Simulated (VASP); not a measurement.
# Ni₃Si, self-consistent run: which settings are enough?

Ni₃Si, P4mm (no. 99), 4 atoms in the cell. RevPBE; PAW potentials Ni, Si (PBE set). VASP 6.6.1. The cell is changed on purpose: last atom moved by 0.05 Å along z, cell strained by +1.5% along z.

Wanted: energy within 2 meV/atom; site moments within 0.03 μB.

What the run is for: energy; Accuracy asked: standard.

POSCAR:
```
SiNi3
1.0
    3.5420000000      0.0000000000      0.0000000000
    0.0000000000      3.5420000000      0.0000000000
    0.0000000000      0.0000000000      3.5951300000
Ni Si
3 1
Direct
    0.5000000000      0.5000000000      0.0000000000
    0.5000000000      0.0000000000      0.5000000000
    0.0000000000      0.5000000000      0.5000000000
    0.0000000000      0.0000000000      0.0141163200
```

The series start from Plane-wave cutoff (eV): 350; Smearing width (eV): 0.03; k-point mesh: 10 × 10 × 10; Precision mode (PREC): Accurate; Electronic threshold (eV): 1e-6; Bands in all (NBANDS): 32; Aspherical gradient terms in the spheres (LASPH): yes; Highest l that the mixer handles (LMAXMIX): 4; Electronic algorithm: ALGO=Normal; Support grid and gradient cutoff: ADDGRID=False GGA_COMPAT=False; Use of symmetry (ISYM): defaults; Density mixing: defaults. Each series keeps the choices made before it, and each single choice may use up half of a tolerance.

## Plane-wave cutoff (eV)

| Plane-wave cutoff (eV) | Energy less reference (meV/atom) | Site moments, largest deviation (μB) | SCF iterations | Time (s) |
|---|---|---|---|---|
| 220 | 154.5 | 0.001 | 16 | 14 |
| 270 | 4.8 | 0.001 | 17 | 15 |
| 310 | -6.2 | 0.001 | 16 | 14 |
| 350 | -3.9 | 0.001 | 16 | 19 |
| 400 | -0.9 | 0.001 | 16 | 16 |
| 470 | -0.4 | 0.001 | 16 | 29 |
| 570 | -0.4 | 0.000 | 15 | 29 |
| 710 (reference) | 0.0 | 0.000 | 15 | 28 |

Chosen: 400, the loosest value from which every tighter one stays within half of the tolerance.

## Smearing width (eV)

| Smearing width (eV) | Energy less reference (meV/atom) | Site moments, largest deviation (μB) | SCF iterations | Time (s) |
|---|---|---|---|---|
| 0.15 | 2.3 | 0.001 | 16 | 15 |
| 0.1 | 0.2 | 0.001 | 16 | 13 |
| 0.07 | -0.2 | 0.001 | 16 | 14 |
| 0.05 | -0.1 | 0.001 | 16 | 13 |
| 0.03 | 0.0 | 0.001 | 16 | 16 |
| 0.02 (reference) | 0.0 | 0.000 | 19 | 16 |

Chosen: 0.1.

## k-point mesh

| k-point mesh | Energy less reference (meV/atom) | Site moments, largest deviation (μB) | SCF iterations | Time (s) |
|---|---|---|---|---|
| 3 × 3 × 3 | 35.6 | 0.003 | 15 | 3.1 |
| 4 × 4 × 4 | -4.6 | 0.000 | 16 | 4.9 |
| 6 × 6 × 5 | 0.6 | 0.000 | 16 | 5.6 |
| 7 × 7 × 7 | -0.6 | 0.000 | 16 | 7.0 |
| 9 × 9 × 8 | 0.1 | 0.000 | 16 | 9.9 |
| 10 × 10 × 10 | -0.1 | 0.000 | 16 | 13 |
| 12 × 12 × 12 | 0.0 | 0.000 | 16 | 19 |
| 15 × 15 × 14 (reference) | 0.0 | 0.000 | 16 | 26 |

Chosen: 6 × 6 × 5.

## Precision mode (PREC)

| Precision mode (PREC) | Energy less reference (meV/atom) | Site moments, largest deviation (μB) | SCF iterations | Time (s) |
|---|---|---|---|---|
| Low | -3.0 | 0.000 | 16 | 4.3 |
| SingleN | -2.3 | 0.000 | 16 | 4.3 |
| Normal | 0.2 | 0.000 | 16 | 4.6 |
| Accurate (reference) | 0.0 | 0.000 | 16 | 5.6 |

Chosen: Normal.

## Electronic threshold (eV)

| Electronic threshold (eV) | Energy less reference (meV/atom) | Site moments, largest deviation (μB) | SCF iterations | Time (s) |
|---|---|---|---|---|
| 0.001 | 0.0 | 0.009 | 11 | 3.2 |
| 0.0001 | 0.0 | 0.000 | 13 | 4.0 |
| 1e-5 | 0.0 | 0.000 | 14 | 5.1 |
| 1e-6 | 0.0 | 0.000 | 16 | 4.6 |
| 1e-7 | 0.0 | 0.000 | 18 | 5.7 |
| 1e-8 (reference) | 0.0 | 0.000 | 18 | 5.6 |

Chosen: 0.001.

## Bands in all (NBANDS)

| Bands in all (NBANDS) | Energy less reference (meV/atom) | Site moments, largest deviation (μB) | SCF iterations | Time (s) |
|---|---|---|---|---|
| 21 | 0.0 | 0.007 | 12 | 2.9 |
| 22 | 0.0 | 0.008 | 12 | 3.3 |
| 24 | -0.1 | 0.001 | 11 | 3.1 |
| 26 | 0.0 | 0.001 | 11 | 3.0 |
| 32 | 0.0 | 0.000 | 11 | 3.2 |
| 44 (reference) | 0.0 | 0.000 | 11 | 4.5 |

Chosen: 21.

## Aspherical gradient terms in the spheres (LASPH)

| Aspherical gradient terms in the spheres (LASPH) | Energy less reference (meV/atom) | Site moments, largest deviation (μB) | SCF iterations | Time (s) |
|---|---|---|---|---|
| no | 1.1 | 0.001 | 12 | 2.1 |
| yes (reference) | 0.0 | 0.000 | 12 | 2.9 |

Chosen: yes; the one before it in the list is off by more than half of the tolerance.

## Highest l that the mixer handles (LMAXMIX)

| Highest l that the mixer handles (LMAXMIX) | Energy less reference (meV/atom) | Site moments, largest deviation (μB) | SCF iterations | Time (s) |
|---|---|---|---|---|
| 2 | 0.0 | 0.000 | 12 | 3.4 |
| 4 | 0.0 | 0.000 | 12 | 2.9 |
| 6 (reference) | 0.0 | 0.000 | 12 | 2.9 |

Chosen: 2.

## Electronic algorithm

| Electronic algorithm | Energy less reference (meV/atom) | Site moments, largest deviation (μB) | SCF iterations | Time (s) |
|---|---|---|---|---|
| ALGO=Normal | 0.0 | 0.000 | 12 | 3.4 |
| ALGO=Fast | 0.0 | 0.003 | 12 | 2.9 |
| ALGO=VeryFast | 0.0 | 0.000 | 19 | 3.3 |
| ALGO=All ISEARCH=1 | 0.2 | 0.005 | 17 | 5.7 |
| ALGO=All ISEARCH=0 | 0.2 | 0.005 | 17 | 5.7 |
| ALGO=Damped TIME=0.4 | no result | no result | 200 | 46 |
| ALGO=Damped TIME=0.1 | 1.6 | 0.079 | 29 | 7.6 |

Chosen: ALGO=Fast; it saves 0.5 s of 3.4, so ALGO=Normal would do nearly as well.

## Support grid and gradient cutoff

| Support grid and gradient cutoff | Energy less reference (meV/atom) | Site moments, largest deviation (μB) | SCF iterations | Time (s) |
|---|---|---|---|---|
| ADDGRID=False GGA_COMPAT=False | 0.0 | 0.000 | 12 | 2.9 |
| ADDGRID=True GGA_COMPAT=False | 0.0 | 0.000 | 12 | 5.1 |
| ADDGRID=False GGA_COMPAT=True | -0.1 | 0.000 | 12 | 3.3 |

Chosen: ADDGRID=False GGA_COMPAT=False; no other choice that stays within half of the tolerance saves 30 % of the time.

## Use of symmetry (ISYM)

| Use of symmetry (ISYM) | Energy less reference (meV/atom) | Site moments, largest deviation (μB) | SCF iterations | Time (s) |
|---|---|---|---|---|
| defaults | 0.0 | 0.000 | 12 | 2.9 |
| ISYM=1 | 0.0 | 0.000 | 12 | 3.5 |
| ISYM=0 | -0.1 | 0.001 | 12 | 6.1 |
| ISYM=-1 | 0.0 | 0.001 | 12 | 9.5 |

Chosen: defaults.

## Density mixing

| Density mixing | Energy less reference (meV/atom) | Site moments, largest deviation (μB) | SCF iterations | Time (s) |
|---|---|---|---|---|
| defaults | 0.0 | 0.000 | 12 | 2.9 |
| AMIX=0.2 BMIX=0.0001 AMIX_MAG=0.8 BMIX_MAG=0.0001 | 0.0 | 0.005 | 13 | 3.8 |
| AMIX_MAG=0.8 | 0.0 | 0.008 | 13 | 3.4 |
| AMIX_MAG=0.4 BMIX_MAG=0.0001 | 0.0 | 0.007 | 14 | 3.7 |
| AMIX=0.1 AMIX_MAG=0.4 | -0.7 | 0.011 | 24 | 6.6 |
| AMIX=0.6 | 0.0 | 0.004 | 12 | 3.3 |
| MIXPRE=0 | 0.0 | 0.001 | 12 | 3.8 |
| BMIX=2.0 | 0.0 | 0.002 | 12 | 3.8 |

Chosen: defaults.

## All choices together

| Input | Energy less reference (meV/atom) | Site moments, largest deviation (μB) | Time (s) |
|---|---|---|---|
| the program's defaults (naive) | 3.6 | 0.001 | 1.7 |
| chosen settings | 0.1 | 0.001 | 2.9 |
| reference settings throughout | 0.0 | 0.000 | 130 |

The tolerance is met.

Values of the reference run: Site moments: 0, 0, 0, 0 μB.

## The input

INCAR:
```
SYSTEM = SiNi3
GGA = RE
ISPIN = 2
MAGMOM = 1 1 1 0
LORBIT = 11
ISMEAR = -1
SIGMA = 0.1
LWAVE = .FALSE.
LCHARG = .FALSE.
ISIF = 2
PREC = Normal
LASPH = .TRUE.
LREAL = .FALSE.
ALGO = Fast
EDIFF = 0.001
NELM = 200
GGA_COMPAT = .FALSE.
ENCUT = 400
LMAXMIX = 2
KPAR = 8
NBANDS = 21
ADDGRID = .FALSE.
```

KPOINTS:
```
Automatic mesh
0
Gamma
  6 6 5
  0 0 0
```

Commands:
```
cat potpaw_PBE.64/Ni/POTCAR potpaw_PBE.64/Si/POTCAR > POTCAR
mpirun -np 8 vasp_std > vasp.out
```

Limits: The moments start parallel; another order may lie lower.

The chosen input took VASP 6.6.1 2.9 s on 8 cores (Intel Xeon 6975P-C (Granite Rapids)), a shared host.

## An input that fails: tetrahedra on too few k points

VASP's message: IBZKPT: tetrahedron method fails for NKPT<4. NKPT = 1.

k mesh: 10 × 10 × 10 becomes 1 × 1 × 1.

Changes against the starting input:
```
- ISMEAR = -1
- NELM = 200
- KPAR = 8
+ ISMEAR = -5
+ NELM = 68
```
